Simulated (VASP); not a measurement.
# WS2 in VASP: notebook

Aim: see how the results for WS2 move with the level of theory and the settings. Levels: PBEsol, HSE06. Tasks: work function.

Program: VASP 6.6.1. These are calculated values, not measurements. Logs are shortened: lines on timing, memory, paths and dates and some standing lists are left out, and cuts for length are marked.

## Step 1: The structure

The cell holds a sheet with vacuum, 3 atoms: a = 3.173 Å, b = 3.173 Å, c = 19.140 Å, α = 90.00°, β = 90.00°, γ = 120.00°.

The cell was built by a generator and needn't be a form met in nature.

## Step 2: Work function, PBEsol

INCAR reads:

```
PREC = Accurate ; ENCUT = 520
EDIFF = 1E-6 ; ISMEAR = 0
SIGMA = 0.03 ; LREAL = False
LASPH = True ; NELM = 60
ALGO = Fast ; ISIF = 2
LWAVE = False ; LCHARG = True
LDIPOL = True ; IDIPOL = 3
DIPOL = 0.5 0.5 0.500 ; GGA = PS
LVHAR = True ; LVACPOTAV = True
KPAR = 4
```

KPOINTS reads:

```
regular mesh
0
Gamma
  12 12 1
```

POSCAR reads:

```
WS2                                     
1.0
    3.1734272806      0.0000000000      0.0000000000
   -1.5867136403      2.7482686421      0.0000000000
    0.0000000000      0.0000000000     19.1400000000
  S               W             
     2     1
Direct
     0.6666669999999968    0.3333330000000032    0.4183320106124569
     0.6666669999999968    0.3333330000000032    0.5816679893875432
     0.3333330000000032    0.6666669999999968    0.5000000000000000
```

Potentials or basis: VASP PAW PBE potentials, release 64 (S, W_sv).

Launch:

```bash
$ cat potpaw_PBE.64/S/POTCAR potpaw_PBE.64/W_sv/POTCAR > POTCAR
$ mpirun -np 4 vasp_std > vasp.out
```

OUTCAR:

```text
PREC = Accurate
   ENCUT = 520
   EDIFF = 1E-6
   ISMEAR = 0
   LREAL = False
   LASPH = True
   NELM = 60
   ISIF = 2
   GGA = PS

 ion  position               nearest neighbor table
   1  0.667  0.333  0.418-   3 2.41   3 2.41   3 2.41
   2  0.667  0.333  0.582-   3 2.41   3 2.41   3 2.41
   3  0.333  0.667  0.500-   1 2.41   2 2.41   1 2.41   2 2.41   1 2.41   2 2.41

  LATTYP: Found a hexagonal cell.
 ALAT       =     3.1734272806
 C/A-ratio  =     6.0313340460

  Lattice vectors:

 A1 = (   3.1734272806,   0.0000000000,   0.0000000000)
 A2 = (  -1.5867136403,   2.7482686421,   0.0000000000)
 A3 = (   0.0000000000,   0.0000000000,  19.1400000000)

Analysis of symmetry for initial positions (statically):
=====================================================================
 Subroutine PRICEL returns:
 Original cell was already a primitive cell.

 Routine SETGRP: Setting up the symmetry group for a
 hexagonal supercell.

 Subroutine GETGRP returns: Found 12 space group operations
 (whereof 12 operations were pure point group operations)
 out of a pool of 24 trial point group operations.

The static configuration has the point symmetry D_3h.

Analysis of symmetry for dynamics (positions and initial velocities):
=====================================================================
 Subroutine PRICEL returns:
 Original cell was already a primitive cell.

 Routine SETGRP: Setting up the symmetry group for a
 hexagonal supercell.

 Subroutine GETGRP returns: Found 12 space group operations
 (whereof 12 operations were pure point group operations)
 out of a pool of 24 trial point group operations.

The dynamic configuration has the point symmetry D_3h.

 Subroutine INISYM returns: Found 12 space group operations
 (whereof 12 operations are pure point group operations),
 and found     1 'primitive' translations

----------------------------------------------------------------------------------------

                                     Primitive cell

  volume of cell :     166.9282

  direct lattice vectors                    reciprocal lattice vectors
     3.173427281  0.000000000  0.000000000     0.315116721  0.181932724  0.000000000
    -1.586713640  2.748268642  0.000000000     0.000000000  0.363865448  0.000000000
     0.000000000  0.000000000 19.140000000     0.000000000  0.000000000  0.052246604

  length of vectors
     3.173427281  3.173427281 19.140000000     0.363865448  0.363865448  0.052246604

[... 83 lines left out ...]
   ISYM   =      2    0-nonsym 1-usesym 2-fastsym
   POTIM  = 0.5000    time-step for ionic-motion
   TEBEG  =    0.0;   TEEND  =   0.0 temperature during run
   PSTRESS=    0.0 pullay stress
   NELECT =      26.0000    total number of electrons
   NUPDOWN=      -1.0000    fix difference up-down
   EMIN   =  10.00;   EMAX   =-10.00  energy-range for DOS
   EFERMI =   0.00;   METHOD = LEGACY
   ISMEAR =     0;   SIGMA  =   0.03  broadening in eV -4-tet -1-fermi 0-gaus
   EFERMI_NEDOS =   21; number of points for ismear=-14 and -15
   IALGO  =     68    algorithm
   IMIX   =      4    mixing-type and parameters
     AMIX     =   0.40;   BMIX     =  1.00
     AMIX_MAG =   1.60;   BMIX_MAG =  1.00
  volume/ion in A,a.u.               =      55.64       375.50
  Fermi-wavevector in a.u.,A,eV,Ry     =   0.880825  1.664517 10.556105  0.775852
  Thomas-Fermi vector in A             =   2.001237
   LORBIT       =      0    0 simple, 1 ext, 2 COOP (PROOUT), +10 PAW based schemes
   GGA     = PS    functional components
   LHFCALC =     F    Hartree Fock is set to
   AEXX    =    0.0000 exact exchange contribution
   IVDW    =     0    specifies the selected vdW correction
   LEPSILON=     F    determine dielectric tensor
   LRPA    =     F    only Hartree local field effects (RPA)
 non-spin polarized calculation
 RMM-DIIS sequential band-by-band and
 Gauss-broadening in eV      SIGMA  =   0.03
  energy-cutoff  :      520.00
  volume of cell :      166.93
 maximum number of plane-waves:      4528
 NGX is ok and might be reduce to    24
   NGX = 11   NGY = 11   NGZ = 71

 dipolmoment           0.000000      0.000000     -0.000000 electrons x Angstroem

 number of electron      25.9999998 magnetization

 dipolmoment           0.000000      0.000000      0.000000 electrons x Angstroem

 Free energy of the ion-electron system (eV)
  ---------------------------------------------------
  ext. energy  EPLUGINS =         0.00000000
  ---------------------------------------------------
  free energy    TOTEN  =       -25.24131603 eV

  energy without entropy =      -25.24131603  energy(sigma->0) =      -25.24131603

 E-fermi :  -1.6334     XC(G=0):  -4.0424

 val. band max:       -1.7563530676   @ k =   0.3333   0.3333   0.0000
 cond. band min:       0.0750762017   @ k =   0.3333   0.3333   0.0000
 fundamental gap:      1.8314292693
 Fermi energy:        -1.6333767677

 k-point     1 :       0.0000    0.0000    0.0000
  band No.  band energies     occupation
      1     -75.6997      2.00000
      2     -39.9531      2.00000
      3     -39.7893      2.00000
      4     -39.7893      2.00000
      5     -16.5392      2.00000
      6     -14.8599      2.00000
[... 357 lines left out ...]
      4     -39.8809      2.00000
      5     -14.0363      2.00000
      6     -13.9335      2.00000
[... 9 lines left out ...]
     16       2.3496      0.00000
     17       4.9021      0.00000

------------------------ aborting loop because EDIFF is reached ----------------------------------------

  FORCE on cell =-STRESS in cart. coord.  units (eV):
  Direction    XX          YY          ZZ          XY          YZ          ZX
  --------------------------------------------------------------------------------------
  -------------------------------------------------------------------------------------
  Total       -0.9690832     -0.9690832     -0.3576462      0.0000000      0.0000000      0.0000000
  in kB       -9.3012642     -9.3012642     -3.4326897      0.0000000      0.0000000      0.0000000
  external PRESSURE =      -7.3450727 kB  Pullay stress =       0.0000000 kB

 VOLUME and BASIS-vectors are now :
 -----------------------------------------------------------------------------
  energy-cutoff  :      520.00
  volume of cell :      166.93
      direct lattice vectors                 reciprocal lattice vectors
     3.173427281  0.000000000  0.000000000     0.315116721  0.181932724  0.000000000
    -1.586713640  2.748268642  0.000000000     0.000000000  0.363865448  0.000000000
     0.000000000  0.000000000 19.140000000     0.000000000  0.000000000  0.052246604

 POSITION                                       TOTAL-FORCE (eV/Angst)
 -----------------------------------------------------------------------------------
      1.58672      0.91609      8.00687        -0.000000      0.000000      0.105505
      1.58672      0.91609     11.13313        -0.000000      0.000000     -0.105505
     -0.00000      1.83218      9.57000         0.000000     -0.000000      0.000000
 -----------------------------------------------------------------------------------
    total drift:                                0.000150     -0.000087      0.000000

  FREE ENERGIE OF THE ION-ELECTRON SYSTEM (eV)
  ---------------------------------------------------
  free  energy   TOTEN  =       -25.2413160294 eV

  energy  without entropy=      -25.2413160293  energy(sigma->0) =      -25.24131603

 vacuum level on the upper side and lower side of the slab         3.980         3.980
```

OSZICAR:

```text
N       E                     dE             d eps       ncg     rms          rms(c)
DAV:   1     0.183682703502E+03    0.18368E+03   -0.13859E+04   798   0.125E+03
DAV:   2    -0.122740243235E+02   -0.19596E+03   -0.19315E+03   890   0.273E+02
DAV:   3    -0.263390736413E+02   -0.14065E+02   -0.14025E+02   887   0.761E+01
[... 15 lines left out ...]
RMM:  19    -0.252413008795E+02   -0.11205E-05   -0.16295E-06   565   0.583E-03    0.239E-03
RMM:  20    -0.252413092495E+02   -0.83699E-05   -0.35302E-07   503   0.330E-03    0.568E-04
RMM:  21    -0.252413145654E+02   -0.53159E-05   -0.44817E-07   451   0.250E-03    0.954E-04
RMM:  22    -0.252413157669E+02   -0.12015E-05   -0.11903E-07   284   0.162E-03    0.230E-04
RMM:  23    -0.252413160294E+02   -0.26248E-06   -0.44366E-08   224   0.152E-03
   1 F= -.25241316E+02 E0= -.25241316E+02  d E =-.118451E-10
```

It took 27 s on 4 MPI ranks of Intel Xeon Platinum 8488C (Sapphire Rapids), shared host; peak memory 0.28 GiB.

Results:

```
Free energy                            : -25.2413 eV
Largest force                          : 0.106 eV/Å
Band gap on the k mesh                 : 1.83 eV, direct
Ionisation potential of the upper face : 5.74 eV
```

Forces in eV/Å, atoms in the order of the input:
```
S    0.000  0.000  0.106
S    0.000  0.000 -0.106
W    0.000  0.000  0.000
```

Caveat: the PAW data sets were made with another functional, which shifts forces and pressure a little; spin-orbit coupling is left out, which moves the levels of the heavy elements.

## Step 3: Work function, PBEsol, non-collinear spin, zero start, spin-orbit coupling

INCAR reads:

```
PREC = Accurate ; ENCUT = 520
EDIFF = 1E-6 ; ISMEAR = 0
SIGMA = 0.03 ; LREAL = False
LASPH = True ; NELM = 60
ALGO = Fast ; ISIF = 2
LWAVE = False ; LCHARG = True
MAGMOM = 0 0 0 0 0 0 0 0 0 ; LORBIT = 11
LSORBIT = True ; GGA_COMPAT = False
LMAXMIX = 4 ; LDIPOL = True
IDIPOL = 3 ; DIPOL = 0.5 0.5 0.500
GGA = PS ; LVHAR = True
LVACPOTAV = True ; KPAR = 4
```

KPOINTS is that of step 2.

POSCAR is that of step 2.

Potentials or basis: VASP PAW PBE potentials, release 64 (S, W_sv).

Launch:

```bash
$ cat potpaw_PBE.64/S/POTCAR potpaw_PBE.64/W_sv/POTCAR > POTCAR
$ mpirun -np 4 vasp_ncl > vasp.out
```

OUTCAR:

```text
PREC = Accurate
   ENCUT = 520
   EDIFF = 1E-6
   ISMEAR = 0
   LREAL = False
   LASPH = True
   NELM = 60
   ISIF = 2
   LORBIT = 11
   LSORBIT = True
   GGA = PS

 ion  position               nearest neighbor table
   1  0.667  0.333  0.418-   3 2.41   3 2.41   3 2.41
   2  0.667  0.333  0.582-   3 2.41   3 2.41   3 2.41
   3  0.333  0.667  0.500-   1 2.41   2 2.41   1 2.41   2 2.41   1 2.41   2 2.41

  LATTYP: Found a hexagonal cell.
 ALAT       =     3.1734272806
 C/A-ratio  =     6.0313340460

  Lattice vectors:

 A1 = (   3.1734272806,   0.0000000000,   0.0000000000)
 A2 = (  -1.5867136403,   2.7482686421,   0.0000000000)
 A3 = (   0.0000000000,   0.0000000000,  19.1400000000)

Analysis of symmetry for initial positions (statically):
=====================================================================
 Subroutine PRICEL returns:
 Original cell was already a primitive cell.

 Routine SETGRP: Setting up the symmetry group for a
 hexagonal supercell.

 Subroutine GETGRP returns: Found 12 space group operations
 (whereof 12 operations were pure point group operations)
 out of a pool of 24 trial point group operations.

The static configuration has the point symmetry D_3h.

Analysis of symmetry for dynamics (positions and initial velocities):
=====================================================================
 Subroutine PRICEL returns:
 Original cell was already a primitive cell.

 Routine SETGRP: Setting up the symmetry group for a
 hexagonal supercell.

 Subroutine GETGRP returns: Found 12 space group operations
 (whereof 12 operations were pure point group operations)
 out of a pool of 24 trial point group operations.

The dynamic configuration has the point symmetry D_3h.

Analysis of structural, dynamic, and magnetic symmetry:
=====================================================================
[... 1089 lines left out ...]
      1.58672      0.91609      8.00687         0.000000     -0.000000      0.082319
      1.58672      0.91609     11.13313         0.000000     -0.000000     -0.082319
     -0.00000      1.83218      9.57000        -0.000000      0.000000     -0.000000
 -----------------------------------------------------------------------------------
    total drift:                                0.000151     -0.000087      0.000000

  FREE ENERGIE OF THE ION-ELECTRON SYSTEM (eV)
  ---------------------------------------------------
  free  energy   TOTEN  =       -26.0004403200 eV

  energy  without entropy=      -26.0004403200  energy(sigma->0) =      -26.00044032

 vacuum level on the upper side and lower side of the slab         3.979         3.979

 Spin-Orbit-Coupling matrix elements

 Ion:    1  E_soc:     -0.0029869
 l=   1
     0.0000000    -0.0004627    -0.0005680
    -0.0004627     0.0000000    -0.0004627
    -0.0005680    -0.0004627     0.0000000
 l=   2
     0.0000000     0.0000000     0.0000000     0.0000000     0.0000000
     0.0000000     0.0000000     0.0000000     0.0000000     0.0000000
     0.0000000     0.0000000     0.0000000     0.0000000     0.0000000
     0.0000000     0.0000000     0.0000000     0.0000000     0.0000000
     0.0000000     0.0000000     0.0000000     0.0000000     0.0000000
 l=   3
     0.0000000     0.0000000     0.0000000     0.0000000     0.0000000     0.0000000     0.0000000
     0.0000000     0.0000000     0.0000000     0.0000000     0.0000000     0.0000000     0.0000000
     0.0000000     0.0000000     0.0000000     0.0000000     0.0000000     0.0000000     0.0000000
     0.0000000     0.0000000     0.0000000     0.0000000     0.0000000     0.0000000     0.0000000
[... 29 lines left out ...]
 l=   2
     0.0000000    -0.0051032     0.0000000    -0.0051032    -0.0224640
    -0.0051032     0.0000000    -0.0165401    -0.0043667    -0.0051032
     0.0000000    -0.0165401     0.0000000    -0.0165401     0.0000000
    -0.0051032    -0.0043667    -0.0165401     0.0000000    -0.0051032
    -0.0224640    -0.0051032     0.0000000    -0.0051032     0.0000000
 l=   3
     0.0000000     0.0000000     0.0000000     0.0000000     0.0000000     0.0000000     0.0000000
     0.0000000     0.0000000     0.0000000     0.0000000     0.0000000     0.0000000     0.0000000
     0.0000000     0.0000000     0.0000000     0.0000000     0.0000000     0.0000000     0.0000000
     0.0000000     0.0000000     0.0000000     0.0000000     0.0000000     0.0000000     0.0000000
     0.0000000     0.0000000     0.0000000     0.0000000     0.0000000     0.0000000     0.0000000
     0.0000000     0.0000000     0.0000000     0.0000000     0.0000000     0.0000000     0.0000000
     0.0000000     0.0000000     0.0000000     0.0000000     0.0000000     0.0000000     0.0000000

 total charge

# of ion       s       p       d       tot
------------------------------------------
    1        1.352   2.345   0.000   3.697
    2        1.352   2.345   0.000   3.697
    3        2.323   6.335   3.403  12.061
--------------------------------------------------
tot          5.027  11.025   3.403  19.455

 magnetization (x)

# of ion       s       p       d       tot
------------------------------------------
    1        0.000  -0.000   0.000  -0.000
    2        0.000   0.000   0.000   0.000
    3        0.000   0.000  -0.000  -0.000
--------------------------------------------------
tot          0.000  -0.000  -0.000  -0.000

 magnetization (y)

# of ion       s       p       d       tot
------------------------------------------
    1       -0.000   0.000   0.000  -0.000
    2        0.000   0.000   0.000   0.000
    3        0.000   0.000   0.000   0.000
--------------------------------------------------
tot          0.000   0.000   0.000   0.000

 magnetization (z)

# of ion       s       p       d       tot
------------------------------------------
    1        0.000  -0.000   0.000  -0.000
    2       -0.000   0.000   0.000   0.000
    3       -0.000   0.000   0.000   0.000
--------------------------------------------------
tot         -0.000   0.000   0.000   0.000
```

OSZICAR:

```text
N       E                     dE             d eps       ncg     rms          rms(c)
DAV:   1     0.229947380131E+03    0.22995E+03   -0.13268E+04  2596   0.125E+03
DAV:   2    -0.662075370096E+01   -0.23657E+03   -0.23021E+03  2814   0.301E+02
DAV:   3    -0.267580206167E+02   -0.20137E+02   -0.19992E+02  2700   0.876E+01
[... 17 lines left out ...]
RMM:  21    -0.260004251711E+02   -0.57321E-05   -0.21707E-07  1786   0.261E-03    0.135E-03
RMM:  22    -0.260004358787E+02   -0.10708E-04   -0.62748E-07  1630   0.252E-03    0.107E-03
RMM:  23    -0.260004387284E+02   -0.28497E-05   -0.20957E-07  1245   0.152E-03    0.307E-04
RMM:  24    -0.260004397291E+02   -0.10007E-05   -0.63548E-08  1057   0.126E-03    0.235E-04
RMM:  25    -0.260004403200E+02   -0.59089E-06   -0.61596E-08  1025   0.122E-03
   1 F= -.26000440E+02 E0= -.26000440E+02  d E =-.618644E-14  mag=     0.0000     0.0000     0.0000
```

stdout:

```text
POSCAR found type information on POSCAR S W
 POSCAR found :  2 types and       3 ions
 scaLAPACK will be used
 -----------------------------------------------------------------------------
|                                                                             |
[... 24 lines left out ...]
|     field-free region was found. Please increase the size of  your cell     |
|     in the dimension of the dipole correction to obtain accurate            |
|     workfunction values.                                                    |
|                                                                             |
 -----------------------------------------------------------------------------
```

Wall time 3.8 min (4 MPI ranks of Intel Xeon Platinum 8488C (Sapphire Rapids), shared host); peak memory 0.79 GiB.

Results:

```
Free energy                                           : -26.0004 eV
Largest force                                         : 0.082 eV/Å
Net moment                                            : 0.00 μB per cell
Valence electrons inside the program's atomic spheres : S 3.70; W 12.06
Work function of the upper face                       : 5.38 eV
Work function of the lower face                       : 5.38 eV
```

Forces on the atoms (eV/Å):
```
S    0.000  0.000  0.082
S    0.000  0.000 -0.082
W    0.000  0.000  0.000
```

Moments on the atoms (μB; x, y, z):
```
S   0.00 0.00 0.00
S   0.00 0.00 0.00
W   0.00 0.00 0.00
```

Caveat: the PAW data sets were made with another functional, which shifts forces and pressure a little.

(Continued in part 2 of 2.)
